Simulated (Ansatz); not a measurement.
# BaF2: the cost of one run

Method: DFT PBE, scalar-relativistic, plane waves, PAW, in Ansatz 0.2.0.

1 further run of the same task is left out (set aside as unsound or not needed).

### 1 The starting structure

Symmetry: Fm-3m, No. 225, cubic system. Conventional cell: a = 5.463 Å, b = 5.463 Å, c = 5.463 Å, α = 90.00°, β = 90.00°, γ = 90.00°. Ca (site symmetry m-3m) is surrounded by 8 F at 2.37 Å. F (site symmetry -43m) has 4 Ca at 2.37 Å as nearest neighbours.

Coordinates:

```
CELL_PARAMETERS angstrom
0.00000 2.73125 2.73125
2.73125 0.00000 2.73125
2.73125 2.73125 0.00000
ATOMIC_POSITIONS crystal
Ca 0.00000 0.00000 0.00000
F 0.25000 0.25000 0.25000
F 0.75000 0.75000 0.75000
```

The structure comes from the Crystallography Open Database.

### 2 Substitution of an element, cell strained: Ca → Ba, first probe

What differs from the listed cell: Ba takes all sites of Ca, and lengths are scaled by 1.081 as a first guess of the size; strain xx, yy, zz, yz, xz, xy = +1.4, +1.4, +1.4, +0.0, +0.0, +0.0 %.

input.yaml reads:

```yaml
crystal:
  lattice:
    - [0.0, 2.9928089097, 2.9928089097]
    - [2.9928089097, 0.0, 2.9928089097]
    - [2.9928089097, 2.9928089097, 0.0]
  atoms:
    - { symbol: Ba, position: [0.0, 0.0, 0.0] }
    - { symbol: F, position: [0.25, 0.25, 0.25] }
    - { symbol: F, position: [0.75, 0.75, 0.75] }
basis:
  ecutwfc: 420
kpoints:
  mp_grid: { grid: [6, 6, 6] }
hamiltonian:
  xc: pbe
scf:
  occupations: { method: gaussian, width: 0.1 }
output:
  forces: true
  stress: true
  eigenvalues: true
```

On the command line:

```console
$ ansatz run input.yaml --threads 1 --pin off --max-ram 1331MiB --backend cpu --events-out ev --progress --plain --runs-dir out
```

What time and memory should one allow on 1 thread of an x86-64 CPU, shared host?

About 2 s, with a peak of 0.32 GiB.
